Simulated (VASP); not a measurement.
# BN in VASP: notebook

The runs below take BN through single point, with PBE+D3(BJ).

Everything below comes from runs of VASP 6.6.1. Logs are shortened: lines on timing, memory, paths and dates and some standing lists are left out, and cuts for length are marked.

## (1) The cell of the first run

The cell holds a slab with vacuum, 4 atoms: a = 2.509 Å, b = 2.509 Å, c = 17.500 Å, α = 90.00°, β = 90.00°, γ = 120.00°.

## (2) Single point, PBE+D3(BJ) (upper layer slid by (0/6, 0/6) of the cell)

INCAR

```
PREC = Accurate
ENCUT = 520
EDIFF = 1E-7
ISMEAR = 0
SIGMA = 0.05
LREAL = F
LASPH = T
NELM = 80
ALGO = Fast
ISIF = 2
LWAVE = F
LCHARG = F
LDIPOL = T
IDIPOL = 3
DIPOL = 0.5 0.5 0.364
GGA = PE
IVDW = 12
NBANDS = 16
```

KPOINTS

```
Automatic mesh
0
Gamma
  12 12 1
```

POSCAR

```
BN
1.0
    2.5087622849      0.0000000000      0.0000000000
   -1.2543811425      2.1726518708      0.0000000000
    0.0000000000      0.0000000000     17.5000000000
B N
2 2
Direct
    0.0000000000      0.0000000000      0.2571428571
    0.0000000000      0.0000000000      0.4702857143
    0.6666666667      0.3333333333      0.2571428571
    0.6666666667      0.3333333333      0.4702857143
```

Potentials or basis: VASP PAW PBE potentials, release 64 (B, N).

Launch:

```console
cat potpaw_PBE.64/B/POTCAR potpaw_PBE.64/N/POTCAR > POTCAR
mpirun -np 1 vasp_std > vasp.out
```

OUTCAR:

```text
PREC = Accurate
   ENCUT = 520
   EDIFF = 1E-7
   ISMEAR = 0
   LREAL = F
   LASPH = T
   NELM = 80
   ISIF = 2
   GGA = PE
   IVDW = 12
 IVDW          = 12

 ion  position               nearest neighbor table
   1  0.000  0.000  0.257-   3 1.45   3 1.45   3 1.45
   2  0.000  0.000  0.470-   4 1.45   4 1.45   4 1.45
   3  0.667  0.333  0.257-   1 1.45   1 1.45   1 1.45
   4  0.667  0.333  0.470-   2 1.45   2 1.45   2 1.45

  LATTYP: Found a hexagonal cell.
 ALAT       =     2.5087622849
 C/A-ratio  =     6.9755512929

  Lattice vectors:

 A1 = (   2.5087622849,   0.0000000000,   0.0000000000)
 A2 = (  -1.2543811425,   2.1726518708,   0.0000000000)
 A3 = (   0.0000000000,   0.0000000000,  17.5000000000)

Analysis of symmetry for initial positions (statically):
=====================================================================
 Subroutine PRICEL returns:
 Original cell was already a primitive cell.

 Routine SETGRP: Setting up the symmetry group for a
 hexagonal supercell.

 Subroutine GETGRP returns: Found 12 space group operations
 (whereof  6 operations were pure point group operations)
 out of a pool of 24 trial point group operations.

The static configuration has the point symmetry C_3v.
 The point group associated with its full space group is D_3h.

Analysis of symmetry for dynamics (positions and initial velocities):
=====================================================================
 Subroutine PRICEL returns:
 Original cell was already a primitive cell.

 Routine SETGRP: Setting up the symmetry group for a
 hexagonal supercell.

 Subroutine GETGRP returns: Found 12 space group operations
 (whereof  6 operations were pure point group operations)
 out of a pool of 24 trial point group operations.

The dynamic configuration has the point symmetry C_3v.
 The point group associated with its full space group is D_3h.

 Subroutine INISYM returns: Found 12 space group operations
 (whereof  6 operations are pure point group operations),
 and found     1 'primitive' translations

----------------------------------------------------------------------------------------

                                     Primitive cell

  volume of cell :      95.3867

  direct lattice vectors                    reciprocal lattice vectors
     2.508762285  0.000000000  0.000000000     0.398602931  0.230133510  0.000000000
    -1.254381142  2.172651871  0.000000000     0.000000000  0.460267019  0.000000000
     0.000000000  0.000000000 17.500000000     0.000000000  0.000000000  0.057142857

  length of vectors
[... 93 lines left out ...]
   EMIN   =  10.00;   EMAX   =-10.00  energy-range for DOS
   EFERMI =   0.00;   METHOD = LEGACY
   ISMEAR =     0;   SIGMA  =   0.05  broadening in eV -4-tet -1-fermi 0-gaus
   EFERMI_NEDOS =   21; number of points for ismear=-14 and -15
   IALGO  =     68    algorithm
   IMIX   =      4    mixing-type and parameters
     AMIX     =   0.40;   BMIX     =  1.00
     AMIX_MAG =   1.60;   BMIX_MAG =  1.00
  volume/ion in A,a.u.               =      23.85       160.93
  Fermi-wavevector in a.u.,A,eV,Ry     =   0.902857  1.706152 11.090797  0.815151
  Thomas-Fermi vector in A             =   2.026112
   LORBIT       =      0    0 simple, 1 ext, 2 COOP (PROOUT), +10 PAW based schemes
   GGA     = PE    functional components
   LHFCALC =     F    Hartree Fock is set to
   AEXX    =    0.0000 exact exchange contribution
   IVDW    =    12    specifies the selected vdW correction
   LEPSILON=     F    determine dielectric tensor
   LRPA    =     F    only Hartree local field effects (RPA)
 non-spin polarized calculation
 RMM-DIIS sequential band-by-band and
 Gauss-broadening in eV      SIGMA  =   0.05
  energy-cutoff  :      520.00
  volume of cell :       95.39
 maximum number of plane-waves:      2588
 NGX is ok and might be reduce to    20
   NGX =  9   NGY =  9   NGZ = 65

 dipolmoment           0.000000      0.000000      0.000272 electrons x Angstroem

 number of electron      16.0000000 magnetization

 dipolmoment           0.000000      0.000000     -0.000000 electrons x Angstroem

 Free energy of the ion-electron system (eV)
  ---------------------------------------------------
  ext. energy  EPLUGINS =         0.00000000
  ---------------------------------------------------
  free energy    TOTEN  =       -35.19001205 eV

  energy without entropy =      -35.19001205  energy(sigma->0) =      -35.19001205

 E-fermi :  -2.3532     XC(G=0):  -4.3730

 val. band max:       -2.6266687562   @ k =   0.3333   0.3333   0.0000
 cond. band min:       1.6093472037   @ k =   0.3333   0.3333   0.0000
 fundamental gap:      4.2360159599
 Fermi energy:        -2.3531938312

 k-point     1 :       0.0000    0.0000    0.0000
  band No.  band energies     occupation
      1     -20.4152      2.00000
      2     -20.3578      2.00000
      3      -8.2586      2.00000
      4      -7.6787      2.00000
      5      -4.0979      2.00000
      6      -4.0979      2.00000
[... 338 lines left out ...]
      3     -10.6440      2.00000
      4     -10.6136      2.00000
      5      -9.9364      2.00000
      6      -9.8823      2.00000
[... 8 lines left out ...]
     15      11.6378      0.00000
     16      13.9300      0.00000

------------------------ aborting loop because EDIFF is reached ----------------------------------------

 vacuum level on the upper side and lower side of the slab       (xc-potential included)        -0.081        -0.086

 Edisp (eV)   -0.39197

 E8    (eV) :    -0.1195

  FORCE on cell =-STRESS in cart. coord.  units (eV):
  Direction    XX          YY          ZZ          XY          YZ          ZX
  --------------------------------------------------------------------------------------
  -------------------------------------------------------------------------------------
  Total      -0.06950    -0.06950    -0.10940     0.00000     0.00000     0.00000
  in kB      -1.16739    -1.16739    -1.83750     0.00000     0.00000     0.00000
  external pressure =       -1.39 kB  Pullay stress =        0.00 kB

 VOLUME and BASIS-vectors are now :
 -----------------------------------------------------------------------------
  energy-cutoff  :      520.00
  volume of cell :       95.39
      direct lattice vectors                 reciprocal lattice vectors
     2.508762285  0.000000000  0.000000000     0.398602931  0.230133510  0.000000000
    -1.254381142  2.172651871  0.000000000     0.000000000  0.460267019  0.000000000
     0.000000000  0.000000000 17.500000000     0.000000000  0.000000000  0.057142857

 POSITION                                       TOTAL-FORCE (eV/Angst)
 -----------------------------------------------------------------------------------
      0.00000      0.00000      4.50000        -0.000000     -0.000000      0.015030
      0.00000      0.00000      8.23000        -0.000000      0.000000     -0.015030
      1.25438      0.72422      4.50000         0.000000      0.000000      0.003408
      1.25438      0.72422      8.23000         0.000000      0.000000     -0.003408
 -----------------------------------------------------------------------------------
    total drift:                               -0.000003      0.000002     -0.000013

  FREE ENERGIE OF THE ION-ELECTRON SYSTEM (eV)
  ---------------------------------------------------
  free  energy   TOTEN  =       -35.5819782066 eV

  energy  without entropy=      -35.5819782066  energy(sigma->0) =      -35.58197821

 vacuum level on the upper side and lower side of the slab         3.002         3.001
```

OSZICAR:

```text
N       E                     dE             d eps       ncg     rms          rms(c)
DAV:   1     0.989171041921E+02    0.98917E+02   -0.66891E+03   608   0.809E+02
DAV:   2    -0.291917460561E+02   -0.12811E+03   -0.11440E+03   888   0.202E+02
DAV:   3    -0.387764182996E+02   -0.95847E+01   -0.95142E+01   768   0.626E+01
[... 14 lines left out ...]
RMM:  18    -0.351900028337E+02   -0.27137E-04   -0.37178E-06   873   0.955E-03    0.230E-03
RMM:  19    -0.351900102204E+02   -0.73867E-05   -0.91150E-07   784   0.464E-03    0.426E-04
RMM:  20    -0.351900115165E+02   -0.12961E-05   -0.27701E-07   758   0.264E-03    0.681E-04
RMM:  21    -0.351900119689E+02   -0.45246E-06   -0.52738E-08   725   0.147E-03    0.169E-04
RMM:  22    -0.351900120495E+02   -0.80554E-07   -0.21211E-08   707   0.809E-04
   1 F= -.35581978E+02 E0= -.35581978E+02  d E =-.398991E-16
```

stdout:

```text
POSCAR found type information on POSCAR B N
 POSCAR found :  2 types and       4 ions
 scaLAPACK will be used
 LDA part: xc-table for (Slater+PW92), standard interpolation
 POSCAR, INCAR and KPOINTS ok, starting setup
 FFT: planning ... GRIDC
 FFT: planning ... GRID_SOFT
 FFT: planning ... GRID
 WAVECAR not read
 entering main loop
```

Run time: 35 s. Hardware: 1 thread of Intel Xeon Platinum 8488C (Sapphire Rapids), shared host; peak memory 0.22 GiB.

What came out:

```
Free energy                : -35.5820 eV
Largest force              : 0.015 eV/Å
Band gap on the k mesh     : 4.24 eV, direct
Dispersion energy per atom : -0.098 eV
```

Forces on the atoms (eV/Å):
```
B    0.000  0.000  0.015
B    0.000  0.000 -0.015
N    0.000  0.000  0.003
N    0.000  0.000 -0.003
```

Levels at points of the mesh, in eV from the valence-band top:
```
           k point  band 5  band 6  band 7  band 8  band 9  band 10  band 11  band 12
(0.00, 0.00, 0.00)   -1.47   -1.47   -1.47   -1.47    4.56     5.17     5.97     7.29
(0.50, 0.00, 0.00)   -4.25   -4.24   -1.18   -0.87    4.29     5.04     9.38     9.80
```

## (3) Single point, PBE+D3(BJ) (upper layer slid by (0/6, 3/6) of the cell)

Changes to INCAR since step 2:

```diff
@@ -7,3 +7,3 @@
 LASPH = T
-NELM = 80
+NELM = 60
 ALGO = Fast
```

KPOINTS is that of step 2.

POSCAR

```
BN
1.0
    2.5087622849      0.0000000000      0.0000000000
   -1.2543811425      2.1726518708      0.0000000000
    0.0000000000      0.0000000000     17.5000000000
B N
2 2
Direct
    0.0000000000      0.0000000000      0.2571428571
    0.0000000000      0.5000000000      0.4702857143
    0.6666666667      0.3333333333      0.2571428571
    0.6666666667      0.8333333333      0.4702857143
```

Potentials or basis: VASP PAW PBE potentials, release 64 (B, N).

Launch:

```console
cat potpaw_PBE.64/B/POTCAR potpaw_PBE.64/N/POTCAR > POTCAR
mpirun -np 1 vasp_std > vasp.out
```

Wall time 73 s (1 thread of Intel Xeon Platinum 8488C (Sapphire Rapids), shared host); peak memory 0.25 GiB.

The run converged. Its results:

```yaml
Free_energy: -35.5904 eV
Largest_force: 0.032 eV/Å
Band_gap_on_the_k_mesh: 4.40 eV, indirect (least direct gap 4.53 eV)
Dispersion_energy_per_atom: -0.098 eV
```

Forces in eV/Å, atoms in the order of the input:
```
B   -0.002 -0.001  0.032
B   -0.002 -0.001 -0.032
N    0.002  0.001  0.014
N    0.002  0.001 -0.014
```

Levels at points of the mesh, in eV from the valence-band top:
```
           k point  band 6  band 7  band 8  band 9  band 10  band 11
(0.00, 0.00, 0.00)   -1.38   -1.38   -1.38    4.64     5.26     6.05
(0.50, 0.00, 0.00)   -4.16   -1.10   -0.78    4.40     5.11     9.55
(0.00, 0.50, 0.00)   -4.16   -0.95   -0.95    4.75     4.75     9.67
```
